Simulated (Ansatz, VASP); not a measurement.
# BAsH (armchair BAs ribbon N=4 H edges) in two plane-wave programs, part 2 of 2

Wanted: the spread between two codes on one cell, functional and k mesh. The cell is taken from a series of runs on this material, whose earlier steps may have relaxed, scaled, displaced or heated it; both programs get it as it stands.

VASP 6.6.1 and Ansatz 0.2.0.

So far: The structure; VASP: single point, HSE06.

## (3) Ansatz: single point, HSE06

Level of this step: Ansatz beside VASP: Kohn-Sham DFT, plane waves, HSE06 (Ansatz).

Ansatz runs on its default PAW (the set named soft_2) files.

The same cell, functional, mesh and smearing now go to Ansatz, which takes its cutoff from its data sets.

Contents of input.yaml:

```yaml
crystal:
  lattice:
    - [14.69, 0.0, 0.0]
    - [0.0, 7.0, 0.0]
    - [0.0, 0.0, 5.8904156532]
  atoms:
    - { symbol: B, position: [0.326526541, 0.5, 0.002103256] }
    - { symbol: B, position: [0.556657162, 0.5, 0.00467966] }
    - { symbol: As, position: [0.332404948, 0.5, 0.325441699] }
    - { symbol: As, position: [0.558130241, 0.5, 0.337938618] }
    - { symbol: H, position: [0.744858155, 0.5, 0.40530939] }
    - { symbol: H, position: [0.244156562, 0.5, 0.454289281] }
    - { symbol: B, position: [0.44336364, 0.5, 0.50467966] }
    - { symbol: B, position: [0.673494261, 0.5, 0.502103256] }
    - { symbol: As, position: [0.441890562, 0.5, 0.837938618] }
    - { symbol: As, position: [0.667615854, 0.5, 0.825441699] }
    - { symbol: H, position: [0.255162647, 0.5, 0.90530939] }
    - { symbol: H, position: [0.75586424, 0.5, 0.954289281] }
kpoints:
  mp_grid: { grid: [1, 1, 6] }
scf:
  occupations: { method: fermi_dirac, width: 0.05 }
hamiltonian:
  xc: hse06
```

Started as:

```
> ansatz run input.yaml --threads 8 --pin off --max-ram 16384MiB --backend cpu --events-out ev --progress --plain --runs-dir out
```

Numbers of over 12 decimals in the logs are rounded to 6 here.

The log of the run:

```text
exact exchange: scf.exx.singularity resolves to wigner_seitz, which cuts the screened interaction at the faces of the exchange supercell's Wigner-Seitz cell, so that each pair interacts once, at the shortest of its separations (the periodic images that this leaves out come, for a point-like exchange hole, to about 0.041 eV on a filled level). The cut falls within the interaction's reach, and what an exchange supercel [...]
Engine: ansatz 0.2.0, x86_64-unknown-linux-gnu
Pseudopotentials: kind: paw
Pseudopotential: B, paw, valence charge 3, recommended cutoff 420 eV (normal), B.paw.azcp
Pseudopotential: As, paw, valence charge 15, recommended cutoff 420 eV (normal), As.paw.azcp
Pseudopotential: H, paw, valence charge 1, recommended cutoff 420 eV (normal), H.paw.azcp
Functional definition: HSE06
  parameter a = 0.25
  parameter omega = 0.11/bohr
  exchange = pbe_x - a*pbe_x_sr(omega) + a*exact_x_sr(omega)
  correlation = pbe_c
Crystal: 12 atoms, lattice volume = 605.711 Å³
Basis set: ecut = 420 eV, 11829 PW (Γ)
Bands: 50, of which v1, the nominal top of the filled ones, is band 38 counted from 1 (37 counted from 0)
Symmetry: 4 space group operations
Space group: Pmc21 (ITA 26), of the structure as read, at distance tolerance 8.5e-5 Å
k-points: 4 of 6 (time reversal used)
Non-local potential: B, projectors of the file, l = 0: 2, l = 1: 2, l = 2: 1
Non-local potential: As, projectors of the file, l = 0: 2, l = 1: 2, l = 2: 3, l = 3: 1
Non-local potential: H, projectors of the file, l = 0: 2, l = 1: 1
PAW form: soft (Blöchl's): semilocal exchange-correlation on the pseudo side does not see the compensation charge
PAW frozen core: B, regenerated for the run's functional, and the local potential with it (the file was generated under x = pbe(κ = 0.804, μ = 0.219515), c = pbe(β = 0.066725))
PAW frozen core: As, regenerated for the run's functional, and the local potential with it (the file was generated under x = pbe(κ = 0.804, μ = 0.219515), c = pbe(β = 0.066725))
PAW one-centre angular grid: B, 110 points (default); XC on 64 Gauss nodes
PAW one-centre angular grid: As, 590 points (default); XC on 64 Gauss nodes
PAW one-centre angular grid: H, 110 points (default); XC on 64 Gauss nodes
Initial density: superposition of atomic densities (neutral atoms: chi_scale 0, normalization atom), corrected by the library's trained network
Initial wavefunctions: pseudopotential atomic-orbital guess
Functional: x = pbe(κ = 0.804, μ = 0.219515), c = pbe(β = 0.066725), warm-up for x = pbe(κ = 0.804, μ = 0.219515) + 0.25 (exact − pbe) at short range (hse, ω = 0.207870 Å⁻¹), c = pbe(β = 0.066725); HSE06 as pw.x's `hse` composes it (authors' and Libxc's form: `xc: wpbeh`)
SCF iter   1: F=—  HF=-20107.972978 eV  |F-HF|=—  |Δ(HF+E_count)|=         —  Δρ=1.53e-3  dr2=3.31e-2  ethr=1.77e-3  ⟨swp⟩=14.2  Hψ=1035  notcnv=0
preconditioner: auto → none  [insulator: Δε(μ)=1.599 eV  Ē_g=9.668 eV  σ=0.050 eV  W_gap=1.00  n_scr=70 (ndim 8)  ℏωp=9.1 eV  f_vac=0.653  D(μ)=0.00/eV (n_scr^D=0)]
SCF iter   2: F=—  HF=-20107.989091 eV  |F-HF|=—  |Δ(HF+E_count)|=   1.61e-2  Δρ=9.36e-4  dr2=1.29e-2  ethr=4.35e-5  ⟨swp⟩=6.0  Hψ=560  notcnv=0  defer=2
SCF iter   3: F=—  HF=-20107.991207 eV  |F-HF|=—  |Δ(HF+E_count)|=   2.12e-3  Δρ=4.85e-4  dr2=3.33e-3  ethr=1.70e-5  ⟨swp⟩=4.8  Hψ=519  notcnv=0  defer=2
SCF iter   4: F=—  HF=-20107.992393 eV  |F-HF|=—  |Δ(HF+E_count)|=   1.19e-3  Δρ=2.75e-4  dr2=1.02e-3  ethr=4.39e-6  ⟨swp⟩=4.0  Hψ=430  notcnv=0  defer=3
iter 5 solved again at ethr=6.22e-8 eV; its pass at ethr=1.34e-6 eV (dr2=4.73e-5 eV) is discarded
SCF iter   5: F=-20107.993114 eV  HF=-20107.992924 eV  |F-HF|=1.91e-4  |Δ(HF+E_count)|=   5.31e-4  Δρ=7.32e-5  dr2=4.38e-5  ethr=6.22e-8  ⟨swp⟩=4.2  Hψ=843  notcnv=0  defer=3
SCF 1 stopped early in 5 iterations: F = -20107.993114 eV  dr2 = 4.38e-5
  greatest PAW one-centre occupation: 0.999 electrons in one spin orbital (limit 2), on the As atom at site 9 (counted from 0), in its partial waves of l = 2
Initial density: handed on by an earlier stage of this run
Initial wavefunctions: those handed on with the density
Functional: x = pbe(κ = 0.804, μ = 0.219515) + 0.25 (exact − pbe) at short range (hse, ω = 0.207870 Å⁻¹), c = pbe(β = 0.066725); HSE06 as pw.x's `hse` composes it (authors' and Libxc's form: `xc: wpbeh`)
Exchange kernel: α = 0.2500, screened, ω = 0.2079 Å⁻¹, Wigner–Seitz truncation, v(0) = 893.4168 eV·Å³, q-mesh 1×1×6, nearest image of the exchange supercell L = 7.00 Å, pair-density grid 100×48×40, without the augmentation charges, whose exchange is taken in its separable form by FFT convolution over the k-point mesh (the finest that the files' search goes to), smooth part of the exact exchange by density-matrix convolution
Frozen-core exchange: fock
SCF iter   1: F=—  HF=-20113.200130 eV  |F-HF|=—  |Δ(HF+E_count)|=         —  Δρ=3.19e-3  dr2=6.20e-2  ethr=5.76e-7  ⟨swp⟩=17.0  Hψ=1273  notcnv=0
preconditioner: auto → none  [insulator: Δε(μ)=2.168 eV  Ē_g=11.078 eV  σ=0.050 eV  W_gap=1.00  n_scr=70 (ndim 8)  ℏωp=9.1 eV  f_vac=0.648  D(μ)=0.00/eV (n_scr^D=0)]
SCF iter   2: F=—  HF=-20113.160965 eV  |F-HF|=—  |Δ(HF+E_count)|=   3.92e-2  Δρ=1.50e-3  dr2=1.60e-2  ethr=5.76e-7  ⟨swp⟩=5.2  Hψ=748  notcnv=0
SCF iter   3: F=—  HF=-20113.158113 eV  |F-HF|=—  |Δ(HF+E_count)|=   2.85e-3  Δρ=6.80e-4  dr2=3.41e-3  ethr=5.76e-7  ⟨swp⟩=4.0  Hψ=609  notcnv=0
SCF iter   4: F=—  HF=-20113.178386 eV  |F-HF|=—  |Δ(HF+E_count)|=   2.03e-2  Δρ=5.33e-4  dr2=1.31e-3  ethr=5.76e-7  ⟨swp⟩=4.2  Hψ=709  notcnv=0  defer=1
SCF iter   5: F=—  HF=-20113.177918 eV  |F-HF|=—  |Δ(HF+E_count)|=   4.68e-4  Δρ=1.36e-4  dr2=1.59e-4  ethr=5.76e-7  ⟨swp⟩=3.0  Hψ=508  notcnv=0
SCF iter   6: F=—  HF=-20113.178387 eV  |F-HF|=—  |Δ(HF+E_count)|=   4.69e-4  Δρ=1.07e-4  dr2=1.05e-4  ethr=8.64e-8  ⟨swp⟩=4.2  Hψ=507  notcnv=0  defer=1
SCF iter   7: F=-20113.178352 eV  HF=-20113.178362 eV  |F-HF|=1.03e-5  |Δ(HF+E_count)|=   2.50e-5  Δρ=2.37e-5  dr2=2.13e-5  ethr=8.64e-8  ⟨swp⟩=3.2  Hψ=403  notcnv=0  defer=1
SCF 2 stopped early in 7 iterations: F = -20113.178352 eV  dr2 = 2.13e-5
  greatest PAW one-centre occupation: 0.999 electrons in one spin orbital (limit 2), on the As atom at site 2 (counted from 0), in its partial waves of l = 2
hybrid outer 1: dexx = +2.450e-2 eV, tail = 2.04e-4 eV
Exchange kernel: α = 0.2500, screened, ω = 0.2079 Å⁻¹, Wigner–Seitz truncation, v(0) = 893.4168 eV·Å³, q-mesh 1×1×6, nearest image of the exchange supercell L = 7.00 Å, pair-density grid 100×48×40, without the augmentation charges, whose exchange is taken in its separable form by FFT convolution over the k-point mesh (the finest that the files' search goes to), smooth part of the exact exchange by density-matrix convolution
Frozen-core exchange: fock
SCF iter   1: F=—  HF=-20113.179305 eV  |F-HF|=—  |Δ(HF+E_count)|=         —  Δρ=3.43e-5  dr2=8.84e-6  ethr=1.34e-6  ⟨swp⟩=8.5  Hψ=519  notcnv=0
preconditioner: auto → none  [insulator: Δε(μ)=2.143 eV  Ē_g=11.106 eV  σ=0.050 eV  W_gap=1.00  n_scr=70 (ndim 8)  ℏωp=9.1 eV  f_vac=0.647  D(μ)=0.00/eV (n_scr^D=0)]
SCF iter   2: F=—  HF=-20113.179305 eV  |F-HF|=—  |Δ(HF+E_count)|=   5.54e-8  Δρ=1.20e-5  dr2=1.76e-6  ethr=1.02e-8  ⟨swp⟩=4.0  Hψ=555  notcnv=0
SCF iter   3: F=—  HF=-20113.179308 eV  |F-HF|=—  |Δ(HF+E_count)|=   3.06e-6  Δρ=7.04e-6  dr2=5.98e-7  ethr=1.15e-9  ⟨swp⟩=4.2  Hψ=533  notcnv=0  defer=3
iter 4 solved again at ethr=1.53e-11 eV; its pass at ethr=5.51e-10 eV (dr2=1.17e-8 eV) is discarded
SCF iter   4: F=-20113.179308 eV  HF=-20113.179308 eV  |F-HF|=1.18e-8  |Δ(HF+E_count)|=   1.12e-7  Δρ=1.28e-6  dr2=6.15e-8  ethr=1.53e-11  ⟨swp⟩=6.0  Hψ=957  notcnv=0  defer=4
SCF 3 converged in 4 iterations: F = -20113.179308 eV  dr2 = 6.15e-8
hybrid outer 2: dexx = +4.104e-6 eV, tail = 1.86e-7 eV, Δε = 3.12e-3 eV (about 1.67e-4 eV left of the loop's levels)
hybrid SCF converged: 2 outer / 11 inner (+5 warm-up), last move |dexx| = 4.10e-6 eV, tail = 1.86e-7 eV
Stability not checked: this state was not tested for a lower state beside it, because the functional holds exact exchange (a hybrid, or Hartree-Fock), whose exchange loop this test does not read (fock_operator; see scf.lower_state_search)
Free energy (F): -20113.179308 eV
Frozen-core exchange: fock
Harris-Foulkes:  -20113.179308 eV  (|F-HF|=1.18e-8)
Internal energy: -20113.179308 eV  (E = F + TS)
E sigma→0 (E₀):  -20113.179308 eV
Fermi energy:    -1.332743 eV
--- Per-component energies (eV) ---
  E_band       = -1951.611358
  E_kinetic    = 645.121404
  E_local      = -22661.293923  (includes V_loc(G=0)·N_el)
  E_nonlocal   = -2627.000082
  E_hartree    = 11240.958627
  E_xc         = -383.436732
  E_vxc        = -406.368130  (∫ρ·V_xc dr)
  E_exx        = -272.293182  (= α·E_x^exact, valence–valence)
  E_paw        = -7479.546710  (= ΣΔE_a)
  E_vpaw       = 1160.601889  (= ΣTr[D̂ρ^β])
  E_aug_tail   = -0.004890  (compensation charges beyond the density's cutoff)
  E_ewald      = 1427.407379
  E_core_change = -3.091201  (= ΣΔE_core)
  E_smearing   = -0.000000  (= −TS)
  E_closure    = -0.000000  (closes the sum)
  Σ components = -20113.179308   (vs F -20113.179308, Δ=0.00e0)
--- Band table (eV) ---
  k-point 0: bands = [... 34 lower, -4.6732, -4.3672, -2.5235, -2.4070, -0.2638, -0.0783]
  k-point 1: bands = [... 34 lower, -4.9222, -4.2760, -3.0581, -2.5911, 0.0288, 0.3692]
  k-point 2: bands = [... 34 lower, -5.3304, -4.1180, -3.8319, -3.0327, 0.3427, 1.3079]
  k-point 3: bands = [... 34 lower, -4.7834, -4.7834, -3.5315, -3.5315, 0.8348, 0.8348]
  guard bands above this table: 10 of the run's 50 bands. The solve was not asked for them (output.publish_guard_bands: true or output.eigenvalues: true publishes all)
```

## (4) Side by side

Known differences besides the potentials themselves: exact exchange at q = 0 is treated differently, which shows on coarse meshes; VASP keeps PBE cores, Ansatz makes them for the functional; the data sets hold 76 valence electrons in Ansatz (on its default PAW (the set named soft_2) files) and 36 in VASP; VASP takes a coarser grid for exact exchange (PRECFOCK = Fast). Total energies have different zeros and are not compared.

The two programs side by side:

```
              quantity  Ansatz   VASP  difference
gap on the k mesh (eV)   2.143  2.138      +0.006
```

A gap on the mesh is an upper bound, since the band edges may lie between its points.

## (5) Summary of results

* difference in gap on the k mesh (single point, HSE06): 0.0057 eV

**Reading.** The difference in gap on the k mesh is 0.0057 eV (single point, HSE06), within the 0.08 eV picked in this series as the mark of a large difference. The data sets hold unlike numbers of valence electrons (76 in Ansatz and 36 in VASP), so part of the differences comes from the potentials. Such differences can come from data sets, numerical settings and the points named under the comparisons, not from the functional's error against experiment.

[Lines on the potential files, build, host, timing and source positions are cut from VASP's logs without a mark.]

[Logs are printed without paths, hosts, clocks, repeated set-up lines and the standing remarks that a program may print on its own settings, such as how far it seeks lower states.]

[Hosts, paths, dates, database ids (printed as entryN), source tags and the programs' standing remarks are cut or masked in the printed files.]
